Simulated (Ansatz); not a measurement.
A surface is cut from this relaxed crystal of GaSb:

```yaml
crystal:
  lattice:
    - [0.00000, 3.10692, 3.10692]
    - [3.10692, 0.00000, 3.10692]
    - [3.10692, 3.10692, 0.00000]
  atoms:
    - { symbol: Ga, position: [0.00000, 0.00000, 0.00000] }
    - { symbol: Sb, position: [0.75000, 0.75000, 0.75000] }
```

Miller indices refer to the conventional cell of F-43m (No. 216), a = 6.214 Å, b = 6.214 Å, c = 6.214 Å, α = 90.00°, β = 90.00°, γ = 90.00°.

Consider the (100) slab of 7 planes, 9.3 Å thick with 15 Å of vacuum as cut; outer planes Ga (top) and Ga (bottom), all atoms relaxed.

Computed with Ansatz, DFT PBE, scalar-relativistic, plane waves, PAW. Settings: cutoff 420 eV, Γ-centred mesh 8×8×1 on the computed 7-atom cell, Gaussian smearing of 0.10 eV; no spin polarisation. A dipole correction removes the field between periodic images along c.

The slab isn't stoichiometric (Ga4Sb3), so its surface energy depends on the chemical potentials; it is given with the excess atoms taken from the element's standard state, a limit at which the compound may itself be unstable, so the figure can be too low. The work function read from the bulk's Fermi level differs by 0.18 eV, so the slab's middle doesn't match the bulk reference (too thin, or relaxed to another structure or magnetic state).

Q: Estimate the surface energy with the excess atoms taken from the elements.

A: 1.04 J/m².

Q: Give the work function.

A: 4.37 eV.

Q: The top two planes lie 1.553 Å apart in the bulk. How does relaxation change this?

A: The spacing becomes 1.725 Å (+11.0 %).

Spin-orbit coupling is left out, which matters for the bands of heavy elements.